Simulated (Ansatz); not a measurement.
Input and command of a plane-wave DFT calculation in Ansatz:

```yaml
crystal:
  lattice:
    - [-1.538900875, 1.538900875, 7.14310203]
    - [1.538900875, -1.538900875, 7.14310203]
    - [1.538900875, 1.538900875, -7.14310203]
  atoms:
    - { symbol: Al, position: [0.0, 0.0, 0.0] }
    - { symbol: Al, position: [0.80618462, 0.80618462, 0.0] }
    - { symbol: Al, position: [0.19381538, 0.19381538, 0.0] }
    - { symbol: Ru, position: [0.60586857, 0.60586857, 0.0] }
    - { symbol: Ru, position: [0.39413143, 0.39413143, 0.0] }
basis:
  ecutwfc: 500
kpoints:
  mp_grid: { grid: [8, 8, 8] }
hamiltonian:
  xc: r2scan
scf:
  occupations: { method: gaussian, width: 0.2 }
output:
  forces: true
  stress: true
  eigenvalues: true
```

```bash
ansatz run input.yaml --threads 1 --pin off --max-ram 2560MiB --backend cpu --events-out ev --progress --plain --runs-dir out
```

Processor: Intel(R) Xeon(R) 6975P-C (Granite Rapids), 1 thread, on a host shared with other jobs.

Question: How long does it run, and how much memory does it take?

Answer: About 6.8 s on 1 thread of Intel(R) Xeon(R) 6975P-C (Granite Rapids), with other jobs on the host, peak memory 0.6 GiB. It solves 26 bands at 59 k points (the mesh reduced by symmetry) with about 1735 plane waves, in 7 SCF iterations.
